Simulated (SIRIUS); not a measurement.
# ZnS (Wurtzite-2H) (P6_3mc) in SIRIUS: reference runs, part 2 of 5

SIRIUS 7.12.0.

## 3. Equation of state, PBEsol, 18.43 Å³/atom (volume scaled by 0.94)

Input file sirius.json:

```json
{
  "control": {
    "processing_unit": "cpu",
    "std_evp_solver_name": "lapack",
    "gen_evp_solver_name": "lapack",
    "verbosity": 2,
    "print_forces": false,
    "ortho_rf": true,
    "use_second_variation": true,
    "rmt_max": 3.0,
    "num_bands_to_print": 24,
    "save_wf": true
  },
  "parameters": {
    "electronic_structure_method": "full_potential_lapwlo",
    "xc_functionals": ["XC_GGA_X_PBE_SOL", "XC_GGA_C_PBE_SOL"],
    "core_relativity": "dirac",
    "valence_relativity": "iora",
    "num_fv_states": 43,
    "smearing": "fermi_dirac",
    "smearing_width": 0.0018374661,
    "pw_cutoff": 20,
    "gk_cutoff": 3.91,
    "lmax_apw": 10,
    "lmax_rho": 8,
    "lmax_pot": 8,
    "num_mag_dims": 0,
    "auto_rmt": 0,
    "ngridk": [8, 8, 5],
    "shiftk": [0, 0, 0],
    "num_dft_iter": 80,
    "energy_tol": 1e-07,
    "density_tol": 1e-05,
    "use_symmetry": true
  },
  "settings": {"tol_ne": 1e-10},
  "iterative_solver": {"type": "exact"},
  "mixer": {"type": "anderson", "beta": 0.5, "max_history": 8},
  "unit_cell": {
    "lattice_vectors": [[7.0547305957, 0.0, 0.0], [-3.5273652979, 6.1095759127, 0.0], [0.0, 0.0, 11.5400657396]],
    "atom_types": ["S", "Zn"],
    "atom_files": {"S": "S.json", "Zn": "Zn.json"},
    "atoms": {
      "S": [[0.6666666667, 0.3333333333, 0.885], [0.3333333333, 0.6666666667, 0.385]],
      "Zn": [[0.6666666667, 0.3333333333, 0.5], [0.3333333333, 0.6666666667, 0.0]]
    }
  }
}
```

Input file S.json:

```json
{
  "name": "sulphur",
  "symbol": "S",
  "number": 16,
  "mass": 32.065,
  "rmin": 1e-06,
  "rmt": 2.06,
  "nrmt": 800,
  "rinf": 13.52,
  "core": "1s",
  "valence": [
    {"basis": [{"enu": -0.04, "dme": 0, "n": 0, "auto": 0}, {"enu": -0.04, "dme": 1, "n": 0, "auto": 0}]},
    {"l": 0, "n": 1, "basis": [{"enu": -0.0766, "dme": 0, "n": 0, "auto": 0}]},
    {"l": 1, "n": 2, "basis": [{"enu": 0.06, "dme": 0, "n": 0, "auto": 0}]},
    {"l": 2, "n": 3, "basis": [{"enu": 0.06, "dme": 0, "n": 0, "auto": 0}]},
    {"l": 3, "n": 4, "basis": [{"enu": 0.06, "dme": 0, "n": 0, "auto": 0}]}
  ],
  "lo": [
    {
      "l": 0,
      "basis": [{"enu": -0.0766, "dme": 0, "n": 0, "auto": 0}, {"enu": -0.0766, "dme": 1, "n": 0, "auto": 0}]
    },
    {
      "l": 0,
      "basis": [{"enu": -0.0766, "dme": 1, "n": 0, "auto": 0}, {"enu": -0.0766, "dme": 2, "n": 0, "auto": 0}]
    },
    {
      "l": 0,
      "basis": [{"enu": -7.4163, "dme": 0, "n": 2, "auto": 1}, {"enu": -7.4163, "dme": 1, "n": 2, "auto": 1}]
    },
    {
      "l": 0,
      "basis": [{"enu": -0.0766, "dme": 0, "n": 0, "auto": 0}, {"enu": 2.7512, "dme": 0, "n": 0, "auto": 0}]
    },
    {"l": 1, "basis": [{"enu": 0.06, "dme": 0, "n": 0, "auto": 0}, {"enu": 0.06, "dme": 1, "n": 0, "auto": 0}]},
    {
      "l": 1,
      "basis": [{"enu": -5.4282, "dme": 0, "n": 2, "auto": 1}, {"enu": -5.4282, "dme": 1, "n": 2, "auto": 1}]
    },
    {
      "l": 1,
      "basis": [{"enu": -5.4282, "dme": 1, "n": 2, "auto": 1}, {"enu": 0.06, "dme": 0, "n": 0, "auto": 0}]
    },
    {"l": 1, "basis": [{"enu": 0.06, "dme": 0, "n": 0, "auto": 0}, {"enu": 4.3959, "dme": 0, "n": 0, "auto": 0}]},
    {"l": 2, "basis": [{"enu": 0.06, "dme": 0, "n": 0, "auto": 0}, {"enu": 0.06, "dme": 1, "n": 0, "auto": 0}]},
    {"l": 2, "basis": [{"enu": 0.06, "dme": 1, "n": 0, "auto": 0}, {"enu": 0.06, "dme": 2, "n": 0, "auto": 0}]},
    {"l": 2, "basis": [{"enu": 0.06, "dme": 0, "n": 0, "auto": 0}, {"enu": 3.7361, "dme": 0, "n": 0, "auto": 0}]},
    {"l": 3, "basis": [{"enu": 0.06, "dme": 0, "n": 0, "auto": 0}, {"enu": 0.06, "dme": 1, "n": 0, "auto": 0}]}
  ],
  "free_atom": [... radial grid and density of the free atom, the start of the SCF ...]
}
```

Input file Zn.json:

```json
{
  "name": "zinc",
  "symbol": "Zn",
  "number": 30,
  "mass": 65.38,
  "rmin": 1e-06,
  "rmt": 2.15,
  "nrmt": 800,
  "rinf": 14.28,
  "core": "1s2s2p",
  "valence": [
    {"basis": [{"enu": -0.04, "dme": 0, "n": 0, "auto": 0}, {"enu": -0.04, "dme": 1, "n": 0, "auto": 0}]},
    {"l": 0, "n": 1, "basis": [{"enu": 0.06, "dme": 0, "n": 0, "auto": 0}]},
    {"l": 1, "n": 2, "basis": [{"enu": 0.06, "dme": 0, "n": 0, "auto": 0}]},
    {"l": 2, "n": 3, "basis": [{"enu": 0.032, "dme": 0, "n": 0, "auto": 0}]},
    {"l": 3, "n": 4, "basis": [{"enu": 0.06, "dme": 0, "n": 0, "auto": 0}]}
  ],
  "lo": [
    {"l": 0, "basis": [{"enu": 0.06, "dme": 0, "n": 0, "auto": 0}, {"enu": 0.06, "dme": 1, "n": 0, "auto": 0}]},
    {
      "l": 0,
      "basis": [{"enu": -4.4269, "dme": 0, "n": 3, "auto": 1}, {"enu": -4.4269, "dme": 1, "n": 3, "auto": 1}]
    },
    {
      "l": 0,
      "basis": [{"enu": -4.4269, "dme": 1, "n": 3, "auto": 1}, {"enu": 0.06, "dme": 0, "n": 0, "auto": 0}]
    },
    {"l": 0, "basis": [{"enu": 0.06, "dme": 0, "n": 0, "auto": 0}, {"enu": 3.5213, "dme": 0, "n": 0, "auto": 0}]},
    {"l": 1, "basis": [{"enu": 0.06, "dme": 0, "n": 0, "auto": 0}, {"enu": 0.06, "dme": 1, "n": 0, "auto": 0}]},
    {
      "l": 1,
      "basis": [{"enu": -2.7679, "dme": 0, "n": 3, "auto": 1}, {"enu": -2.7679, "dme": 1, "n": 3, "auto": 1}]
    },
    {
      "l": 1,
      "basis": [{"enu": -2.7679, "dme": 1, "n": 3, "auto": 1}, {"enu": 0.06, "dme": 0, "n": 0, "auto": 0}]
    },
    {"l": 1, "basis": [{"enu": 0.06, "dme": 0, "n": 0, "auto": 0}, {"enu": 4.0405, "dme": 0, "n": 0, "auto": 0}]},
    {"l": 2, "basis": [{"enu": 0.032, "dme": 0, "n": 0, "auto": 0}, {"enu": 0.032, "dme": 1, "n": 0, "auto": 0}]},
    {"l": 2, "basis": [{"enu": 0.032, "dme": 1, "n": 0, "auto": 0}, {"enu": 0.032, "dme": 2, "n": 0, "auto": 0}]},
    {
      "l": 2,
      "basis": [{"enu": 0.032, "dme": 0, "n": 0, "auto": 0}, {"enu": 3.4067, "dme": 0, "n": 0, "auto": 0}]
    },
    {"l": 3, "basis": [{"enu": 0.06, "dme": 0, "n": 0, "auto": 0}, {"enu": 0.06, "dme": 1, "n": 0, "auto": 0}]},
    {"l": 3, "basis": [{"enu": 0.06, "dme": 0, "n": 0, "auto": 0}, {"enu": 3.8242, "dme": 0, "n": 0, "auto": 0}]}
  ],
  "free_atom": [... radial grid and density of the free atom, the start of the SCF ...]
}
```

Input file sirius_start.json:

```json
{
  "control": {
    "processing_unit": "cpu",
    "std_evp_solver_name": "lapack",
    "gen_evp_solver_name": "lapack",
    "verbosity": 1,
    "print_forces": false,
    "ortho_rf": true,
    "use_second_variation": true,
    "rmt_max": 3.0,
    "num_bands_to_print": 24,
    "save_wf": false
  },
  "parameters": {
    "electronic_structure_method": "full_potential_lapwlo",
    "xc_functionals": ["XC_LDA_X", "XC_LDA_C_PW"],
    "core_relativity": "dirac",
    "valence_relativity": "iora",
    "num_fv_states": 43,
    "smearing": "fermi_dirac",
    "smearing_width": 0.0055123983,
    "pw_cutoff": 20,
    "gk_cutoff": 3.13,
    "lmax_apw": 10,
    "lmax_rho": 8,
    "lmax_pot": 8,
    "num_mag_dims": 0,
    "auto_rmt": 0,
    "ngridk": [3, 3, 2],
    "shiftk": [0, 0, 0],
    "num_dft_iter": 30,
    "energy_tol": 0.01,
    "density_tol": 0.05,
    "use_symmetry": true
  },
  "settings": {"tol_ne": 1e-10},
  "iterative_solver": {"type": "exact"},
  "mixer": {"type": "anderson", "beta": 0.5, "max_history": 8},
  "unit_cell": {
    "lattice_vectors": [[7.0547305957, 0.0, 0.0], [-3.5273652979, 6.1095759127, 0.0], [0.0, 0.0, 11.5400657396]],
    "atom_types": ["S", "Zn"],
    "atom_files": {"S": "S.json", "Zn": "Zn.json"},
    "atoms": {
      "S": [[0.6666666667, 0.3333333333, 0.885], [0.3333333333, 0.6666666667, 0.385]],
      "Zn": [[0.6666666667, 0.3333333333, 0.5], [0.3333333333, 0.6666666667, 0.0]]
    }
  }
}
```

Potentials or basis: all-electron FP-LAPW, apw+lo standard.

Started as:

```
$ OMP_NUM_THREADS=1 sirius.scf --input=sirius_start.json --output=start.json
$ OMP_NUM_THREADS=1 sirius.scf --input=sirius.json --output=output.json --task=1
```

It took 3.6 min on 1 thread of Arm Neoverse V1, shared host; peak memory 0.71 GiB.

It converged, with:

```
Free energy                                       : -119367.5839 eV
Band gap on the k mesh                            : 2.40 eV, direct
All electrons inside the program's atomic spheres : Zn 28.51; S 14.18 (radii S 2.06, Zn 2.15 bohr)
```

## 4. Equation of state, PBEsol, 18.82 Å³/atom (volume scaled by 0.96)

Changes to sirius.json since step 3:

```diff
@@ -39,3 +39,3 @@
   "unit_cell": {
-    "lattice_vectors": [[7.0547305957, 0.0, 0.0], [-3.5273652979, 6.1095759127, 0.0], [0.0, 0.0, 11.5400657396]],
+    "lattice_vectors": [[7.104413434, 0.0, 0.0], [-3.5522067171, 6.1526025128, 0.0], [0.0, 0.0, 11.6213364859]],
     "atom_types": ["S", "Zn"],
```

Input file S.json:

```json
{
  "name": "sulphur",
  "symbol": "S",
  "number": 16,
  "mass": 32.065,
  "rmin": 1e-06,
  "rmt": 2.06,
  "nrmt": 800,
  "rinf": 13.52,
  "core": "1s",
  "valence": [
    {"basis": [{"enu": -0.05, "dme": 0, "n": 0, "auto": 0}, {"enu": -0.05, "dme": 1, "n": 0, "auto": 0}]},
    {"l": 0, "n": 1, "basis": [{"enu": -0.0866, "dme": 0, "n": 0, "auto": 0}]},
    {"l": 1, "n": 2, "basis": [{"enu": 0.05, "dme": 0, "n": 0, "auto": 0}]},
    {"l": 2, "n": 3, "basis": [{"enu": 0.05, "dme": 0, "n": 0, "auto": 0}]},
    {"l": 3, "n": 4, "basis": [{"enu": 0.05, "dme": 0, "n": 0, "auto": 0}]}
  ],
  "lo": [
    {
      "l": 0,
      "basis": [{"enu": -0.0866, "dme": 0, "n": 0, "auto": 0}, {"enu": -0.0866, "dme": 1, "n": 0, "auto": 0}]
    },
    {
      "l": 0,
      "basis": [{"enu": -0.0866, "dme": 1, "n": 0, "auto": 0}, {"enu": -0.0866, "dme": 2, "n": 0, "auto": 0}]
    },
    {
      "l": 0,
      "basis": [{"enu": -7.4263, "dme": 0, "n": 2, "auto": 1}, {"enu": -7.4263, "dme": 1, "n": 2, "auto": 1}]
    },
    {
      "l": 0,
      "basis": [{"enu": -0.0866, "dme": 0, "n": 0, "auto": 0}, {"enu": 2.7412, "dme": 0, "n": 0, "auto": 0}]
    },
    {"l": 1, "basis": [{"enu": 0.05, "dme": 0, "n": 0, "auto": 0}, {"enu": 0.05, "dme": 1, "n": 0, "auto": 0}]},
    {
      "l": 1,
      "basis": [{"enu": -5.4382, "dme": 0, "n": 2, "auto": 1}, {"enu": -5.4382, "dme": 1, "n": 2, "auto": 1}]
    },
    {
      "l": 1,
      "basis": [{"enu": -5.4382, "dme": 1, "n": 2, "auto": 1}, {"enu": 0.05, "dme": 0, "n": 0, "auto": 0}]
    },
    {"l": 1, "basis": [{"enu": 0.05, "dme": 0, "n": 0, "auto": 0}, {"enu": 4.3859, "dme": 0, "n": 0, "auto": 0}]},
    {"l": 2, "basis": [{"enu": 0.05, "dme": 0, "n": 0, "auto": 0}, {"enu": 0.05, "dme": 1, "n": 0, "auto": 0}]},
    {"l": 2, "basis": [{"enu": 0.05, "dme": 1, "n": 0, "auto": 0}, {"enu": 0.05, "dme": 2, "n": 0, "auto": 0}]},
    {"l": 2, "basis": [{"enu": 0.05, "dme": 0, "n": 0, "auto": 0}, {"enu": 3.7261, "dme": 0, "n": 0, "auto": 0}]},
    {"l": 3, "basis": [{"enu": 0.05, "dme": 0, "n": 0, "auto": 0}, {"enu": 0.05, "dme": 1, "n": 0, "auto": 0}]}
  ],
  "free_atom": [... radial grid and density of the free atom, the start of the SCF ...]
}
```

Input file Zn.json:

```json
{
  "name": "zinc",
  "symbol": "Zn",
  "number": 30,
  "mass": 65.38,
  "rmin": 1e-06,
  "rmt": 2.15,
  "nrmt": 800,
  "rinf": 14.28,
  "core": "1s2s2p",
  "valence": [
    {"basis": [{"enu": -0.05, "dme": 0, "n": 0, "auto": 0}, {"enu": -0.05, "dme": 1, "n": 0, "auto": 0}]},
    {"l": 0, "n": 1, "basis": [{"enu": 0.05, "dme": 0, "n": 0, "auto": 0}]},
    {"l": 1, "n": 2, "basis": [{"enu": 0.05, "dme": 0, "n": 0, "auto": 0}]},
    {"l": 2, "n": 3, "basis": [{"enu": 0.0219, "dme": 0, "n": 0, "auto": 0}]},
    {"l": 3, "n": 4, "basis": [{"enu": 0.05, "dme": 0, "n": 0, "auto": 0}]}
  ],
  "lo": [
    {"l": 0, "basis": [{"enu": 0.05, "dme": 0, "n": 0, "auto": 0}, {"enu": 0.05, "dme": 1, "n": 0, "auto": 0}]},
    {
      "l": 0,
      "basis": [{"enu": -4.4369, "dme": 0, "n": 3, "auto": 1}, {"enu": -4.4369, "dme": 1, "n": 3, "auto": 1}]
    },
    {
      "l": 0,
      "basis": [{"enu": -4.4369, "dme": 1, "n": 3, "auto": 1}, {"enu": 0.05, "dme": 0, "n": 0, "auto": 0}]
    },
    {"l": 0, "basis": [{"enu": 0.05, "dme": 0, "n": 0, "auto": 0}, {"enu": 3.5113, "dme": 0, "n": 0, "auto": 0}]},
    {"l": 1, "basis": [{"enu": 0.05, "dme": 0, "n": 0, "auto": 0}, {"enu": 0.05, "dme": 1, "n": 0, "auto": 0}]},
    {
      "l": 1,
      "basis": [{"enu": -2.7779, "dme": 0, "n": 3, "auto": 1}, {"enu": -2.7779, "dme": 1, "n": 3, "auto": 1}]
    },
    {
      "l": 1,
      "basis": [{"enu": -2.7779, "dme": 1, "n": 3, "auto": 1}, {"enu": 0.05, "dme": 0, "n": 0, "auto": 0}]
    },
    {"l": 1, "basis": [{"enu": 0.05, "dme": 0, "n": 0, "auto": 0}, {"enu": 4.0305, "dme": 0, "n": 0, "auto": 0}]},
    {
      "l": 2,
      "basis": [{"enu": 0.0219, "dme": 0, "n": 0, "auto": 0}, {"enu": 0.0219, "dme": 1, "n": 0, "auto": 0}]
    },
    {
      "l": 2,
      "basis": [{"enu": 0.0219, "dme": 1, "n": 0, "auto": 0}, {"enu": 0.0219, "dme": 2, "n": 0, "auto": 0}]
    },
    {
      "l": 2,
      "basis": [{"enu": 0.0219, "dme": 0, "n": 0, "auto": 0}, {"enu": 3.3967, "dme": 0, "n": 0, "auto": 0}]
    },
    {"l": 3, "basis": [{"enu": 0.05, "dme": 0, "n": 0, "auto": 0}, {"enu": 0.05, "dme": 1, "n": 0, "auto": 0}]},
    {"l": 3, "basis": [{"enu": 0.05, "dme": 0, "n": 0, "auto": 0}, {"enu": 3.8142, "dme": 0, "n": 0, "auto": 0}]}
  ],
  "free_atom": [... radial grid and density of the free atom, the start of the SCF ...]
}
```

Changes to sirius_start.json since step 3:

```diff
@@ -39,3 +39,3 @@
   "unit_cell": {
-    "lattice_vectors": [[7.0547305957, 0.0, 0.0], [-3.5273652979, 6.1095759127, 0.0], [0.0, 0.0, 11.5400657396]],
+    "lattice_vectors": [[7.104413434, 0.0, 0.0], [-3.5522067171, 6.1526025128, 0.0], [0.0, 0.0, 11.6213364859]],
     "atom_types": ["S", "Zn"],
```

Started as:

```
$ OMP_NUM_THREADS=1 sirius.scf --input=sirius_start.json --output=start.json
$ OMP_NUM_THREADS=1 sirius.scf --input=sirius.json --output=output.json --task=1
```

Run time: 3.8 min. Hardware: 1 thread of Arm Neoverse V1, shared host; peak memory 0.71 GiB.

The run converged. Its results:

```yaml
Free_energy: -119367.6121 eV
Band_gap_on_the_k_mesh: 2.30 eV, direct
All_electrons_inside_the_program's_atomic_spheres: Zn 28.49; S 14.16 (radii S 2.06, Zn 2.15 bohr)
```

[end of part 2 of 5]
